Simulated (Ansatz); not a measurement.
**Ti in Ansatz: convergence with ecutrho ratio**

Crystal: Ti.

```xyz
3
Lattice="4.5674 0.0000 0.0000 -2.2837 3.9555 0.0000 0.0000 0.0000 2.8262" Properties=species:S:1:pos:R:3 pbc="T T T"
Ti    2.2844    1.3199    1.4254
Ti    0.0190    2.6552    1.3569
Ti    0.0164    0.0211    0.0092
```

This isn't the form of Ti at room conditions, which is hcp.

The cell isn't the ideal one: atoms moved at random, drawn with an rms of 0.05 Å.

| Quantity | Value |
| --- | --- |
| Program | Ansatz 0.2.0 |
| Task | convergence study |
| Functional | PBE |
| Potentials or basis | Ansatz NC |
| Cutoff | 1155 eV |
| Density cutoff | 4620 eV |
| k mesh | 5 × 5 × 7 |
| Occupations | gaussian, width 0.05 eV |
| Spin | no spin polarisation |

These are the settings of the first run; the series varies ecutrho ratio, with any setting tied to it.

Hardware: 2 threads of Intel(R) Xeon(R) Processor @ 2.50GHz (Skylake/Cascade Lake) (shared host).

| ecutrho ratio | energy less the tightest run, at zero smearing (meV/atom) | SCF cycles | CPU time (s) | peak memory (GiB) |
| --- | --- | --- | --- | --- |
| 4 | 0.00 | 13 | 72 | 0.52 |
| 5 | 0.00 | 13 | 73 | 0.55 |
| 6 | 0.00 | 13 | 73 | 0.57 |
| 8 | 0.00 | 13 | 75 | 0.61 |
| 10 | 0.00 | 13 | 75 | 0.69 |
| 12 | 0.00 | 13 | 79 | 0.78 |

Against the tightest run, the energy stays within 1 meV/atom from 4 on. The tightest run that finished is the yardstick and may itself not be fully converged.
